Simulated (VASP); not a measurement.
# Cd (P-1) in VASP: relaxation of the atoms with PBEsol

Aim: the relaxation of the atoms of Cd with PBEsol.

Everything below comes from runs of VASP 6.6.1. Logs are shortened: lines on timing, memory, paths and dates and some standing lists are left out, and cuts for length are marked.

## Step 1: The cell of the first run

The typed cell holds 2 atoms: a = 3.137 Å, b = 3.137 Å, c = 5.433 Å, α = 73.22°, β = 73.22°, γ = 60.00°.

This isn't the form of Cd at room conditions, which is hcp.

## Step 2: Relaxation of the atoms, PBEsol (atom 2 moved 1.20 Å)

INCAR reads:

```
SYSTEM = Cd
PREC     = Accurate       ! precision mode
ENCUT    = 520            ! plane-wave cutoff, eV
EDIFF    = 1E-6           ! SCF threshold, eV
ISMEAR   = 1              ! smearing method
SIGMA    = 0.1            ! smearing width, eV
LREAL    = .FALSE.        ! projectors in reciprocal space
LASPH    = .TRUE.         ! aspherical terms in the spheres
NELM     = 60             ! most SCF steps
ALGO     = Normal         ! electronic algorithm
ISIF     = 2              ! what is computed and relaxed
LWAVE    = .FALSE.        ! write WAVECAR
LCHARG   = .FALSE.        ! write CHGCAR
GGA      = PS             ! functional
IBRION   = 2              ! ionic algorithm
NSW      = 60             ! ionic steps
EDIFFG   = -0.01          ! ionic threshold
```

KPOINTS reads:

```
Automatic mesh
0
G
  10 10 5
  0 0 0
```

POSCAR reads:

```
Cd
1.0
    0.0000000000     -2.2181497500     -2.2181497500
   -2.2181497500      0.0000000000     -2.2181497500
    2.2181497500      2.2181497500     -4.4362995000
Cd
2
Direct
    0.4142221000      0.7162554100      0.4498029200
    0.0857779000      0.7837445900      0.0501970800
```

Potentials or basis: VASP PAW PBE potentials, release 64 (Cd).

Command:

```sh
$ cat potpaw_PBE.64/Cd/POTCAR > POTCAR
$ mpirun -np 1 vasp_std > vasp.out
```

OUTCAR:

```text
SYSTEM = Cd
   PREC = Accurate
   ENCUT = 520
   EDIFF = 1E-6
   ISMEAR = 1
   LREAL = .FALSE.
   LASPH = .TRUE.
   NELM = 60
   ISIF = 2
   GGA = PS
   IBRION = 2
   NSW = 60
   EDIFFG = -0.01

 ion  position               nearest neighbor table
   1  0.414  0.716  0.450-   2 2.57   2 2.60   2 3.16   2 3.26   2 3.55
   2  0.086  0.784  0.050-   1 2.57   1 2.60   1 3.16   1 3.26   1 3.55

  LATTYP: Found a trigonal (rhomboedric) cell.
 ALAT       =     5.4333350606
 COS(alpha) =     0.8333333333

  Lattice vectors:

 A1 = (   2.2181497500,   4.4362995000,  -2.2181497500)
 A2 = (   4.4362995000,   2.2181497500,  -2.2181497500)
 A3 = (   2.2181497500,   2.2181497500,  -4.4362995000)

Analysis of symmetry for initial positions (statically):
=====================================================================
 Subroutine PRICEL returns:
 Original cell was already a primitive cell.

 Routine SETGRP: Setting up the symmetry group for a
 trigonal (rhombohedral) supercell.

 Subroutine GETGRP returns: Found  2 space group operations
 (whereof  1 operations were pure point group operations)
 out of a pool of 12 trial point group operations.

The static configuration has the point symmetry C_1 .
 The point group associated with its full space group is S_2 .

Analysis of symmetry for dynamics (positions and initial velocities):
=====================================================================
 Subroutine PRICEL returns:
 Original cell was already a primitive cell.

 Routine SETGRP: Setting up the symmetry group for a
 trigonal (rhombohedral) supercell.

 Subroutine GETGRP returns: Found  2 space group operations
 (whereof  1 operations were pure point group operations)
 out of a pool of 12 trial point group operations.

The dynamic configuration has the point symmetry C_1 .
 The point group associated with its full space group is S_2 .

 Subroutine INISYM returns: Found  2 space group operations
 (whereof  1 operations are pure point group operations),
 and found     1 'primitive' translations

----------------------------------------------------------------------------------------

                                     Primitive cell

  volume of cell :      43.6549

  direct lattice vectors                    reciprocal lattice vectors
     0.000000000 -2.218149750 -2.218149750     0.112706547 -0.338119642 -0.112706547
    -2.218149750  0.000000000 -2.218149750    -0.338119642  0.112706547 -0.112706547
[... 135 lines left out ...]
   IVDW    =     0    specifies the selected vdW correction
   LEPSILON=     F    determine dielectric tensor
   LRPA    =     F    only Hartree local field effects (RPA)
 conjugate gradient relaxation of ions
 non-spin polarized calculation
 Methfessel and Paxton  Order N= 1 SIGMA  =   0.10
  energy-cutoff  :      520.00
  volume of cell :       43.65
 maximum number of plane-waves:      1190
   NGX = 11   NGY = 11   NGZ = 21

--------------------------------------- Ionic step        1  -------------------------------------------

 number of electron      23.9999995 magnetization

 Free energy of the ion-electron system (eV)
  ---------------------------------------------------
  ext. energy  EPLUGINS =         0.00000000
  ---------------------------------------------------
  free energy    TOTEN  =        -1.72102420 eV

  energy without entropy =       -1.72102465  energy(sigma->0) =       -1.72102435

------------------------ aborting loop because EDIFF is reached ----------------------------------------

  FORCE on cell =-STRESS in cart. coord.  units (eV):
  Direction    XX          YY          ZZ          XY          YZ          ZX
  --------------------------------------------------------------------------------------
  -------------------------------------------------------------------------------------
  Total        1.1863856      2.6031467      2.8263567      0.8666862     -0.1869150     -0.9643388
  in kB       43.5415484     95.5381092    103.7301420     31.8082589     -6.8599689    -35.3922061
  external PRESSURE =      80.9365999 kB  Pullay stress =       0.0000000 kB
[... 89 lines left out ...]
  FREE ENERGIE OF THE ION-ELECTRON SYSTEM (eV)
  ---------------------------------------------------
  free  energy   TOTEN  =        -2.2149890511 eV

  energy  without entropy=       -2.2151129053  energy(sigma->0) =       -2.21503034

[... ionic steps 4 to 11 ...]

--------------------------------------- Ionic step       12  -------------------------------------------

 number of electron      24.0000008 magnetization

------------------------ aborting loop because EDIFF is reached ----------------------------------------
[... 67 lines left out ...]
--------------------------------------- Ionic step       14  -------------------------------------------

 number of electron      24.0000004 magnetization

 Free energy of the ion-electron system (eV)
  ---------------------------------------------------
  ext. energy  EPLUGINS =         0.00000000
  ---------------------------------------------------
  free energy    TOTEN  =        -2.35934364 eV

  energy without entropy =       -2.35899647  energy(sigma->0) =       -2.35922791

 E-fermi :   2.7455     XC(G=0): -11.1629

 val. band max:        2.7212952410   @ k =  -0.3000   0.3000   0.4000
 cond. band min:       2.7542862275   @ k =   0.5000   0.0000   0.2000
 fundamental gap:      0.0329909865
 Fermi energy:         2.7454953568

 k-point     1 :       0.0000    0.0000    0.0000
  band No.  band energies     occupation
      1      -6.9198      2.00000
      2      -6.4119      2.00000
      3      -6.4110      2.00000
      4      -6.4099      2.00000
      5      -6.4061      2.00000
      6      -6.4055      2.00000
[... 433 lines left out ...]
      3      -6.5147      2.00000
      4      -6.4685      2.00000
      5      -6.2896      2.00000
      6      -6.1536      2.00000
[... 8 lines left out ...]
     15       6.4910      0.00000
     16       6.9264      0.00000

 [... further k-points ...]

------------------------ aborting loop because EDIFF is reached ----------------------------------------

  FORCE on cell =-STRESS in cart. coord.  units (eV):
  Direction    XX          YY          ZZ          XY          YZ          ZX
  --------------------------------------------------------------------------------------
  -------------------------------------------------------------------------------------
  Total       -0.4281579     -0.4282985     -0.4771549     -0.0325328      0.1254275      0.1253321
  in kB      -15.7138278    -15.7189870    -17.5120647     -1.1939867      4.6033144      4.5998162
  external PRESSURE =     -16.3149598 kB  Pullay stress =       0.0000000 kB
[... 17 lines left out ...]
  FREE ENERGIE OF THE ION-ELECTRON SYSTEM (eV)
  ---------------------------------------------------
  free  energy   TOTEN  =        -2.3593436388 eV

  energy  without entropy=       -2.3589964674  energy(sigma->0) =       -2.35922791

 reached required accuracy - stopping structural energy minimisation
```

OSZICAR:

```text
N       E                     dE             d eps       ncg     rms          rms(c)
DAV:   1     0.160928257635E+03    0.16093E+03   -0.12802E+04  8064   0.150E+03
DAV:   2     0.129695022731E+01   -0.15963E+03   -0.15630E+03  8256   0.370E+02
DAV:   3    -0.190958511905E+01   -0.32065E+01   -0.32025E+01  9904   0.622E+01
[... 110 lines left out ...]
DAV:   1    -0.235868624053E+01    0.51580E-03   -0.19953E+00  8064   0.111E+01    0.741E-02
DAV:   2    -0.235937122513E+01   -0.68498E-03   -0.71105E-03  9208   0.737E-01    0.369E-02
DAV:   3    -0.235935656597E+01    0.14659E-04   -0.45413E-05  9040   0.560E-02    0.269E-02
DAV:   4    -0.235934417804E+01    0.12388E-04   -0.29528E-05  9240   0.359E-02    0.548E-03
DAV:   5    -0.235934363880E+01    0.53924E-06   -0.24430E-06  6104   0.105E-02
  14 F= -.23593436E+01 E0= -.23592279E+01  d E =-.142041E-03
```

Run time: 17 min. Hardware: 1 thread of AMD EPYC 7R43 (Zen 3), shared host; peak memory 0.23 GiB.

What came out:

* Free energy: -2.3593 eV
* Energy gained by relaxing: 319.2 meV/atom
* Ionic steps: 14
* Pressure after relaxing: -1.6 GPa
* Largest force after relaxing: 0.006 eV/Å
* Band gap on the k mesh: none (metal or under the smearing width)

Forces on the atoms (eV/Å):
```
Cd   0.001 -0.004 -0.004
Cd  -0.001  0.004  0.004
```

The path:
```tsv
step	energy change (eV)	largest force (eV/Å)	pressure (GPa)
1	0.0000	2.7124	8.09
2	-0.4428	0.8130	2.24
3	-0.4940	0.2886	1.55
4	-0.4990	0.1072	1.47
5	-0.4989	0.1150	1.47
6	-0.5003	0.1186	1.44
7	-0.5044	0.1231	1.34
8	-0.5137	0.1387	1.11
9	-0.5355	0.1672	0.60
10	-0.5838	0.1745	-0.42
11	-0.6378	0.0492	-1.65
12	-0.6276	0.2584	-1.47
13	-0.6382	0.0111	-1.64
14	-0.6383	0.0059	-1.63
```

Final structure:
```
Cd
1.0
     0.00000   -2.21815   -2.21815
    -2.21815    0.00000   -2.21815
     2.21815    2.21815   -4.43630
Cd
2
Direct
  0.49868 0.49995 0.49999
  0.00132 0.00005 0.00001
```

Levels at points of the mesh, in eV from the Fermi level:
```csv
k point,band 8,band 9,band 10,band 11,band 12,band 13,band 14,band 15,band 16
"(0.00, 0.00, 0.00)",-8.70,-8.70,-8.32,-8.32,-2.44,-1.43,12.41,12.41,12.89
"(0.50, 0.00, 0.00)",-8.74,-8.30,-8.29,-2.54,-2.53,1.77,1.79,6.12,6.16
"(0.00, 0.50, 0.00)",-8.74,-8.30,-8.30,-2.54,-2.54,1.78,1.78,6.14,6.14
"(0.50, 0.50, 0.00)",-8.32,-8.22,-8.22,-2.44,-1.43,-0.93,1.27,6.66,6.66
```

Caveat: the PAW data sets were made with another functional, which shifts forces and pressure a little.
